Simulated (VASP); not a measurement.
# Fe: single point with PBE

Crystal: Fe.

```
Fe
1.0
    -1.44300    1.44300    1.44300
     1.44300   -1.44300    1.44300
     1.44300    1.44300   -1.44300
Fe
1
Direct
  0.00000 0.00000 0.00000
```

```yaml
Program: VASP 6.6.1
Task: single point
Functional: PBE
Potentials_or_basis: VASP PAW PBE potentials, release 64 (Fe)
Cutoff: 520 eV
k_mesh: 13 × 13 × 13
Occupations: gaussian, width 0.026 eV
Spin: collinear spin, ferromagnetic start
Starting_moments: "[3.0] μB"
```

```yaml
Pressure: -9.6 GPa
Band_gap_on_the_k_mesh: none (metal or under the smearing width)
Net_moment: 2.28 μB per cell
Site_moments: Fe +2.29 μB
Valence_electrons_inside_the_program's_atomic_spheres: Fe 7.16
```

Levels at points of the mesh, in eV from the Fermi level:
Spin up:
| k point | band 2 | band 3 | band 4 | band 5 | band 6 | band 7 | band 8 | band 9 |
| --- | --- | --- | --- | --- | --- | --- | --- | --- |
| (0.00, 0.00, 0.00) | -2.18 | -2.18 | -2.18 | -1.07 | -1.07 | 24.53 | 24.53 | 24.53 |
Spin down:
```csv
k point,band 1,band 2,band 3,band 4,band 5,band 6,band 7,band 8
"(0.00, 0.00, 0.00)",-7.91,-0.16,-0.16,-0.16,1.76,1.76,24.23,24.23
```

It took 13 s on 1 thread of Intel(R) Xeon(R) 6975P-C (Granite Rapids) (shared host), peak memory 0.14 GiB.
